FLEUR MaX-R8.1 (later development tree), Kohn-Sham DFT with SCAN and an all-electron FLAPW basis, for six crystals; no spin polarisation, no spin-orbit coupling, Fermi-Dirac smearing of 0.05 eV. The computed bulk modulus is that at the energy minimum of an equation of state fitted to five volumes, from 6 % below to 6 % above that of the given cell.

| formula | space group | volume of the given cell (Å³/atom) | potentials or basis | k-mesh | computed bulk modulus (GPa) | measured bulk modulus (GPa) | range of the values found (GPa) | what was measured, and how | source | computed over measured, less one (%) |
| --- | --- | --- | --- | --- | --- | --- | --- | --- | --- | --- |
| PbS | Fm-3m | 26.09 | all electron | 8x8x8 | 58.2 | 51 | one value | b0 from Birch-Murnaghan EOS fit; angle-dispersive powder XRD in DAC; powder | arXiv:cond-mat/0210013 (2002) | 14.1 |
| Ge | Fd-3m | 22.64 | all electron | 8x8x8 | 70.2 | 75.8 | one value | bulk modulus of bulk Ge; not stated; bulk crystal | arXiv:1908.00180 (2019) | -7.4 |
| SiC | F-43m | 10.35 | all electron | 10x10x10 | 225.9 | 225 | one value | bulk modulus B; quoted earlier experiment; bulk crystal | pmc:9505936 (2022) | 0.4 |
| W | Im-3m | 15.85 | all electron | 12x12x12 | 323.1 | 307 | one value | isotropic polycrystalline bulk modulus K, bounded above by the literature value in the fit; surface Brillouin spectroscopy; bulk crystal | arXiv:1710.07581 (2017) | 5.2 |
| Ir | Fm-3m | 14.06 | all electron | 12x12x12 | 410.6 | 339 | one value | B0 at ambient pressure, third-order Birch-Murnaghan; high-pressure powder XRD; powder | pmc:6586894 (2019) | 21.1 |
| BN | F-43m | 5.96 | all electron | 13x13x13 | 396.5 | 395 | 395 to 400 | isothermal B0, Vinet fit; equation-of-state measurement; bulk crystal | arXiv:1208.3664 (2012) | 0.4 |

## What the errors look like

SCAN gives iridium a bulk modulus about a fifth above the listed measurement, and lead sulfide one about a seventh above it. Tungsten is 5 % too stiff and germanium 7 % too soft. Silicon carbide and boron nitride agree with their measured values to within 1 %.

For practical work the bulk modulus $B$ says how much pressure a small change of volume costs. If the listed measurement is right, the iridium result makes a given compression look a fifth too expensive.

A common correction factor would not repair the table. The mean signed error is about +6 %, so lowering every modulus by that amount would spoil the two good rows and make germanium worse. Each miss has to be traced to its own source. It can lie in the volume at which the crystal settles, in the stiffness at a fixed volume, or in the measured value.

## Why a wrong volume gives a wrong stiffness

The computed modulus belongs to the volume $V_0$ at which the calculated energy is lowest. It does not belong to the volume of the given cell, which is the one printed in the table. When a crystal is squeezed, electron clouds overlap more and the energy rises more steeply, so the crystal becomes stiffer. A method that lets the crystal settle at too small a volume therefore reports too high a modulus, even if the curvature of its energy is right at each fixed volume.

The size of this effect follows from the definition of the modulus. With pressure $p=-dE/dV$,

$$B=-V\frac{dp}{dV}=V\frac{d^2E}{dV^2}.$$

Let $B'=dB/dp$ be the rate at which pressure stiffens the crystal. Then $dB/d\ln V=-B'B$. If $B'$ is taken as constant over a small range,

$$B(V)=B(V_0)\left(\frac{V_0}{V}\right)^{B'}.$$

In these six crystals $B'$ lies between about 4 and 5. One per cent too little volume thus makes the modulus 4 to 5 % too high.

The same argument gives a way to separate two kinds of error. Suppose the method adds to the true energy a false term that is linear in volume. Such a term acts like a constant extra pressure: it moves the minimum but leaves the curvature at each volume unchanged. Taking the modulus at the correct volume removes its effect completely, and whatever error remains must come from the curvature, from the reference or from physics left out of the calculation.

A diatomic molecule shows the same thing in one dimension. A constant force along the bond shortens it, and because the energy curve is steeper on the short side, the bond at its new rest length is stiffer. The curve's bending at any fixed length has not changed. The analogy covers only this shift of the minimum; a molecule with one bond has no metallic bands whose filling and width also shape the curvature.

## Iridium worked in full

The fitted volume of iridium is 13.86 Å³ per atom, against 14.06 Å³ in the given cell. The calculation thus places the minimum 1.4 % below the given volume. With $B'=5.03$ from the same energy curve, the modulus at the given volume is

$$410.6\times\left(\frac{13.86}{14.06}\right)^{5.03}\approx 382\ \text{GPa}.$$

This estimate has no constant adjusted to the measured moduli. It uses the minimum, modulus and pressure derivative of an equation of state laid through five computed energies. The curvature taken directly from the energies at 6 % below, at and 6 % above the given volume leads to 383 GPa. Rounding of the energies alone could shift this second figure by up to 1.7 %, so the agreement supports the scaling step to within a few per cent. It cannot test the energies themselves, nor the mesh and basis behind them, because both routes share these.

Moving to the given cell removes about 40 % of iridium's excess, and the modulus is still 13 % above the listed measurement. To reach that measurement by expansion alone, the crystal would have to grow by 3.9 % from its fitted minimum. Only 1.4 % separates it from the given cell. The given cell comes from a database and is itself smaller than the measured crystal, by roughly half a per cent in volume as a recalled figure. Moving on to the measured volume would take a few per cent more off the modulus, but would still leave it above the listed measurement. The short volume is a real part of the failure, but it does not carry the whole of it.

## Tungsten as the comparison

Tungsten contracts almost as much as iridium, by 1.5 %. Here the same step brings the modulus from 323 to about 303 GPa, which is within about 1 % of the measured value. The excess in this row is therefore of the size that its short volume produces.

The two metals together show what to look for. When the excess is close to $B'$ times the contraction, the misplaced minimum is sufficient to explain it. When the excess is much larger, as in iridium, a second cause is needed. The tungsten reference deserves some caution, because its fit was bounded above by a literature value and so is not fully independent.

## What is left over in iridium

The measured value is the first place to look. It comes from compressing a powder and fitting an equation of state, a procedure in which a lower modulus can be traded against a higher pressure derivative. Elastic measurements give, as a rough recalled figure, about 360 GPa. Against that value the error at the fitted minimum is 14 %, and at the given cell it is about 6 %. The further step to the measured volume would be expected to take off a few per cent more. Most of what the short volume leaves unexplained may therefore lie in the reference and not in the functional.

Temperature acts in the same direction. The calculation describes atoms at rest, whereas a measured crystal vibrates, which expands and softens it. This typically lowers the modulus of a stiff metal by a few per cent. Most of this softening is expected to come through the expansion, which amounts to a few tenths of a per cent in volume. It is then largely included once the modulus is taken at the measured volume, and must not be counted again in what remains there. The expansion also means that not all of the contraction relative to experiment should be charged to the functional.

Spin-orbit coupling was left out, and iridium is heavy enough for it to matter. Only a repeat with the coupling switched on would give its share. Until then the remaining excess cannot be assigned to SCAN alone, although SCAN is known to make this metal too stiff.

Theory does say how a functional can produce both parts of the error. The exchange-correlation energy changes as compression makes the electron density between the atoms higher and smoother. If the functional rewards that change too strongly, it pulls the crystal inward; if the reward varies with volume in the wrong way, it also alters the curvature. Iridium has more d electrons than tungsten and fills some antibonding d states, so its curvature may be more exposed to such an error, but this is a guess that two metals cannot settle.

## Lead sulfide: an error with a different pattern

In lead sulfide the fitted volume is 1.5 % larger than the given one. By the argument above this should make the crystal too soft, yet the computed modulus is 14 % too high. Moving to the given cell makes the disagreement worse, raising the error to about 21 %. A minimum at too small a volume is thus ruled out as the cause.

This pattern directs attention to the reference. The rocksalt form of lead sulfide gives way to another structure at roughly 2 GPa, so a compression experiment has only a short range of pressure in which to separate the modulus from its pressure derivative. Elastic measurements scatter, again as rough recalled figures, from a little over 50 to about 60 GPa. Against the upper value the calculation is 3 % too low instead of 14 % too high.

A choice of reference that can reverse the sign of the error means that this row does not convict the functional. The difference from the listed measurement is also only about 7 GPa, which looks large in per cent because the crystal is soft. Thermal softening would also lower the measured value, and the effect of the missing spin-orbit coupling is untested here.

## Germanium: too soft for its volume

Germanium is the only crystal whose computed modulus lies below the measured one. Its fitted volume is 0.6 % too large by the measure of the given cell, which has the right sign to soften it. Correcting for this removes somewhat more than a third of the deficit and leaves the modulus about 5 % low.

Temperature cannot supply the rest. A measured modulus freed of thermal softening would be higher, and the calculation would then fall further short. This makes germanium a clearer sign of an error in the calculated stiffness than lead sulfide, despite its smaller percentage. The source does not state how its value was measured, however, so the exact size of the shortfall remains open.

A possible cause is that semilocal functionals place the empty states of germanium too close to the filled ones. The bonding electrons could then rearrange too easily when the volume changes. A uniform change of volume mixes only filled and empty states of the same symmetry, however, so the band gap alone would not test this idea, and it remains a guess.

## When good agreement needs a second look

Silicon carbide and boron nitride have the same small error at their fitted minima, but they respond differently to the volume test. Silicon carbide settles within 0.4 % of its given volume, and its modulus stays within about 1 % of the measured one after the shift. Its agreement does not depend on which of the two volumes is chosen. That still does not prove an accuracy of 0.4 %, because the missing thermal and zero-point softening can be larger than this.

Boron nitride settles 1.7 % below its given volume. At the given cell its modulus would be about 370 GPa, some 6 % below the measured value. Part of this gap comes from the given cell, which is larger than the measured crystal by roughly 1 % in volume, again a recalled figure. Zero-point motion, strong in a crystal of light atoms and stiff bonds, also expands the real material relative to the calculated one.

The close match for boron nitride is even weaker evidence of such an accuracy. On the recalled figure its fitted minimum still lies somewhat below the measured volume, and $B'$ turns each per cent of such a difference into about 4 % of the modulus. Part of the match may therefore come from a short volume making up for a curvature that is slightly too low.

## Reading a neighbouring series

The same reasoning applies if these crystals are computed with PBE, a simpler functional that generally gives larger cells and softer crystals than SCAN. Tungsten and iridium would then be expected to lose some of their excess, while germanium would move further below its measured value. An improvement in the metals would not by itself show that PBE describes their stiffness better, since a larger volume lowers the modulus anyway.

For a new crystal, the first quantity to compare is thus the fitted volume with a reliable measured one. Multiplying the volume error by $B'$ and reversing its sign gives the modulus error to expect from the misplaced minimum. A miss of that size, as in tungsten, calls for a better volume. A much larger miss, as in iridium, or one of the opposite sign, as in lead sulfide, calls for a check of the reference and of the missing physics before the functional is blamed.
